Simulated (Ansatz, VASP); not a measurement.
## Two plane-wave programs on BiTe

```xyz
2
Lattice="0.0000 3.2512 3.2512 3.2512 0.0000 3.2512 3.2512 3.2512 0.0000" Properties=species:S:1:pos:R:3 pbc="T T T"
Bi    0.0000    0.0000    0.0000
Te    3.2512    3.2512    3.2512
```

Alike in both runs: functional PBE; k mesh 12 × 12 × 12; occupations gaussian, width 0.1 eV; no spin polarisation.

Ansatz relaxed the structure, and its values are those at the end. VASP's run is a single point on that final structure, the one shown.

```csv
,VASP,Ansatz
version,VASP 6.6.1,Ansatz 0.2.0
potentials or method,"VASP PAW PBE potentials, release 64 (Bi_d, Te)","scalar-relativistic, plane waves, PAW"
plane-wave cutoff (eV),520,420
valence electrons in the cell,21,31
```

Ansatz gave:

* gap on the k mesh at the Fermi level (eV): none
* pressure (GPa): 0.0

Which values does VASP return?

gap on the k mesh at the Fermi level (eV): none; pressure (GPa): -0.1.

A gap of «none» marks a metal or a gap that the smearing closes. The two sets of potentials don't hold the same shells in valence.

Caveats: spin-orbit coupling is left out, which moves the levels of the heavy elements.
